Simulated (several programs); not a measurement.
LiCl (rocksalt), relaxed with r2SCAN in Ansatz, was computed with several methods. Space group Fm-3m (No. 225), cubic; a = 5.112 Å in the conventional setting, 16.70 Å³ an atom. Li has 6 Cl at 2.56 Å; Cl has 6 Li at 2.56 Å. The values are computed, spin-unpolarised.

Space group Fm-3m (No. 225). a = 5.112 Å, b = 5.112 Å, c = 5.112 Å, α = 90.00°, β = 90.00°, γ = 90.00°
```csv
atom,site,symmetry,x,y,z
Li,4a,m-3m,0.0000,0.0000,0.0000
Cl,4b,m-3m,0.5000,0.0000,0.0000
```

Gaps and times are for a single point on this cell; volume and bulk modulus come from each method's own relaxation or energy curve at fixed shape. Times are rough, from shared hosts (Arm Neoverse V1; Intel Xeon 6975P-C; NVIDIA H100 80GB HBM3), and each method has its own mesh and cell size. PM6 (MOPAC), PM7 (MOPAC), GFN1-xTB (tblite), GFN2-xTB (tblite) treat a cluster of cells at its zone centre, which samples few k points: where these miss a band edge, the gap comes out too large for that reason alone. Gaps from k meshes are read at a limited set of points (mesh, symmetry points, PBE's band edges), so each method's own least gap may be somewhat smaller. Force fields have no electrons; where one was fitted to this phase, its volume and modulus reflect the fit. xTB and the PM methods were fitted mostly to molecules, and can miss a solid's gap by electronvolts. Minimal bases can be far off for gaps. Times of the plane-wave rungs are withheld (a dash), since they come from other jobs, hosts and meshes; the meshes of hybrids and Hartree-Fock don't converge their gaps to the digits shown. GLLB-SC's gap includes the derivative discontinuity. G0W0 is at finite bands, cutoff and mesh. d marks a direct gap, i an indirect one (no mark: not told apart), a dash a value that wasn't computed or didn't pass its checks.

```json
{"method": "PBEsol", "kind": "semilocal", "gap (eV)": "–", "own volume (Å³/atom)": "16.24", "bulk modulus (GPa)": "–", "atoms computed": "2", "processor time": "–"}
{"method": "ffield.eim (LAMMPS)", "kind": "force field", "gap (eV)": "–", "own volume (Å³/atom)": "–", "bulk modulus (GPa)": "–", "atoms computed": "2", "processor time": "0.15 s"}
{"method": "light PBE (260 eV, its own mesh)", "kind": "light plane-wave", "gap (eV)": "6.39 i", "own volume (Å³/atom)": "–", "bulk modulus (GPa)": "–", "atoms computed": "2", "processor time": "0.29 s"}
{"method": "PBE", "kind": "semilocal", "gap (eV)": "6.38 d", "own volume (Å³/atom)": "17.07", "bulk modulus (GPa)": "32", "atoms computed": "2", "processor time": "–"}
{"method": "LDA", "kind": "semilocal", "gap (eV)": "6.04 i", "own volume (Å³/atom)": "15.30", "bulk modulus (GPa)": "–", "atoms computed": "2", "processor time": "–"}
{"method": "r2SCAN", "kind": "semilocal", "gap (eV)": "7.29 d", "own volume (Å³/atom)": "16.70", "bulk modulus (GPa)": "35", "atoms computed": "2", "processor time": "–"}
{"method": "PBE/single zeta (GPAW)", "kind": "small basis", "gap (eV)": "5.53 d", "own volume (Å³/atom)": "–", "bulk modulus (GPa)": "–", "atoms computed": "2", "processor time": "2.5 s"}
{"method": "GFN1-xTB (tblite)", "kind": "tight binding", "gap (eV)": "4.19", "own volume (Å³/atom)": "15.20", "bulk modulus (GPa)": "44", "atoms computed": "cluster", "processor time": "3.1 s"}
{"method": "PM7 (MOPAC)", "kind": "semi-empirical", "gap (eV)": "5.92", "own volume (Å³/atom)": "–", "bulk modulus (GPa)": "–", "atoms computed": "cluster", "processor time": "4.3 s"}
{"method": "GLLB-SC (GPAW)", "kind": "model potential", "gap (eV)": "10.47", "own volume (Å³/atom)": "–", "bulk modulus (GPa)": "–", "atoms computed": "2", "processor time": "4.8 s"}
{"method": "PM6 (MOPAC)", "kind": "semi-empirical", "gap (eV)": "10.03", "own volume (Å³/atom)": "–", "bulk modulus (GPa)": "–", "atoms computed": "cluster", "processor time": "5.1 s"}
{"method": "GFN2-xTB (tblite)", "kind": "tight binding", "gap (eV)": "4.61", "own volume (Å³/atom)": "16.44", "bulk modulus (GPa)": "39", "atoms computed": "cluster", "processor time": "5.7 s"}
{"method": "G0W0@PBE (260 eV screening cutoff)", "kind": "many-body", "gap (eV)": "8.98", "own volume (Å³/atom)": "–", "bulk modulus (GPa)": "–", "atoms computed": "2", "processor time": "–"}
{"method": "G0W0@r2SCAN (180 eV screening cutoff)", "kind": "many-body", "gap (eV)": "9.37", "own volume (Å³/atom)": "–", "bulk modulus (GPa)": "–", "atoms computed": "2", "processor time": "–"}
{"method": "PBE/SZV (CP2K)", "kind": "small basis", "gap (eV)": "5.88 d", "own volume (Å³/atom)": "–", "bulk modulus (GPa)": "–", "atoms computed": "2", "processor time": "8.1 s"}
{"method": "G0W0@LDA (140 eV screening cutoff)", "kind": "many-body", "gap (eV)": "8.68", "own volume (Å³/atom)": "–", "bulk modulus (GPa)": "–", "atoms computed": "2", "processor time": "–"}
{"method": "G0W0@PBE0 (180 eV screening cutoff)", "kind": "many-body", "gap (eV)": "9.75", "own volume (Å³/atom)": "–", "bulk modulus (GPa)": "–", "atoms computed": "2", "processor time": "–"}
{"method": "PBE/DZVP (CP2K)", "kind": "small basis", "gap (eV)": "6.31 i", "own volume (Å³/atom)": "17.14", "bulk modulus (GPa)": "32", "atoms computed": "2", "processor time": "17 s"}
{"method": "G0W0@HSE06 (180 eV screening cutoff)", "kind": "many-body", "gap (eV)": "9.54", "own volume (Å³/atom)": "–", "bulk modulus (GPa)": "–", "atoms computed": "2", "processor time": "–"}
{"method": "LC-ωPBE", "kind": "hybrid", "gap (eV)": "13.23 d", "own volume (Å³/atom)": "–", "bulk modulus (GPa)": "–", "atoms computed": "2", "processor time": "–"}
{"method": "PBE0", "kind": "hybrid", "gap (eV)": "8.50 d", "own volume (Å³/atom)": "–", "bulk modulus (GPa)": "–", "atoms computed": "2", "processor time": "–"}
{"method": "HSE06", "kind": "hybrid", "gap (eV)": "7.79 d", "own volume (Å³/atom)": "16.72", "bulk modulus (GPa)": "–", "atoms computed": "2", "processor time": "–"}
{"method": "DDH-PBE0", "kind": "hybrid", "gap (eV)": "9.25 d", "own volume (Å³/atom)": "–", "bulk modulus (GPa)": "–", "atoms computed": "2", "processor time": "–"}
{"method": "r2SCAN0", "kind": "hybrid", "gap (eV)": "9.05 d", "own volume (Å³/atom)": "–", "bulk modulus (GPa)": "–", "atoms computed": "2", "processor time": "–"}
```

Q: How far from the measured values lie the methods that can be set against them?

A:
- Volume, measured 16.99 Å³ an atom: PBEsol -4.5 %, PBE +0.4 %, LDA -10.0 %, r2SCAN -1.7 %, GFN1-xTB (tblite) -10.5 %, GFN2-xTB (tblite) -3.2 %, PBE/DZVP (CP2K) +0.8 %, HSE06 -1.6 %.
The calculations are for a static lattice; samples hold vibrations, temperature and, in optical gaps, excitons. A measured value is shown where most reports agree with it, and only for the quantities listed. Sources: 16.99 Å³ an atom (from the lattice constants; cubic cell parameter; 300 K; “Pseudo-ternary LiBH4-LiCl-P2S5 system as structurally disordered bulk electrolyte for all-solid-state lithium batteries”; Apparently the LiCl phase refined within a ball-milled multiphase composite, not a separate pure sample; temperature not stated, presumably …; 2020; arxiv:2006.02360).
